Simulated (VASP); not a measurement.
**Li: relaxation of cell and atoms with PBE+D3(BJ)**

The system is Li.

```
Li
1.0
     0.00000    2.20200    2.20200
     2.20200    0.00000    2.20200
     2.20200    2.20200    0.00000
Li
1
Cartesian
  0.0000 0.0000 0.0000
```

This isn't the form of Li at room conditions, which is bcc.

```json
{
 "Program": "VASP 6.6.1",
 "Task": "relaxation of cell and atoms",
 "Functional": "PBE",
 "Dispersion": "D3(BJ)",
 "Potentials or basis": "VASP PAW PBE potentials, release 64 (Li_sv)",
 "Cutoff": "600 eV",
 "k mesh": "16 × 16 × 16",
 "Occupations": "gaussian, width 0.1 eV",
 "Spin": "no spin polarisation",
 "Dipole correction": "no",
 "Further INCAR settings": "ALGO = Normal; EDIFF = 1e-06; IBRION = 2; EDIFFG = -0.005; NSW = 100; ISIF = 3"
}
```

The relaxed volume is 17.99 Å³/atom, the relaxed cell is a = 2.941 Å, b = 2.941 Å, c = 2.941 Å, α = 60.00°, β = 60.00°, γ = 60.00° and the space group after relaxing (to 0.05 Å) is Fm-3m (No. 225). The energy gained by relaxing is 24.0 meV/atom and the ionic steps are 5. The pressure after relaxing is 0.0 GPa and the band gap on the k mesh is none (metal or under the smearing width). The dispersion energy per atom is -0.191 eV.

The path:
```csv
step,energy change (eV),largest force (eV/Å),pressure (GPa),volume (Å³)
1,0.0000,0.0000,-2.00,21.35
2,-0.0093,0.0000,-1.66,20.54
3,-0.0225,0.0000,-0.60,18.75
4,-0.0240,0.0000,0.08,17.90
5,-0.0240,0.0000,-0.01,17.99
```

Final structure:
```
Li
1.0
     0.00000    2.07980    2.07980
     2.07980    0.00000    2.07980
     2.07980    2.07980    0.00000
Li
1
Direct
  0.00000 0.00000 0.00000
```

Levels at points of the mesh, in eV from the Fermi level:
| k point | band 1 | band 2 | band 3 | band 4 | band 5 |
| --- | --- | --- | --- | --- | --- |
| (0.00, 0.00, 0.00) | -46.30 | -3.69 | 15.64 | 15.64 | 15.64 |
| (0.50, 0.00, 0.00) | -46.27 | -0.04 | 3.36 | 13.76 | 13.76 |
| (0.50, 0.50, 0.00) | -46.26 | 1.65 | 5.17 | 9.16 | 9.16 |

Run time: 23 s on 1 thread of Intel(R) Xeon(R) 6975P-C (Granite Rapids), on a shared host, peak memory 0.16 GiB.

Caveat: the cutoff is under 1.25 times the usual one of these potentials, so pressure, stress and relaxed cells hold a basis-set (Pulay) error; the volume moved by over 15 % at a fixed basis, so the end points are rough; the volume moved by -16 % from the deposited cell, more than functionals usually miss; pairwise dispersion overbinds metals, which lowers pressure and volume.
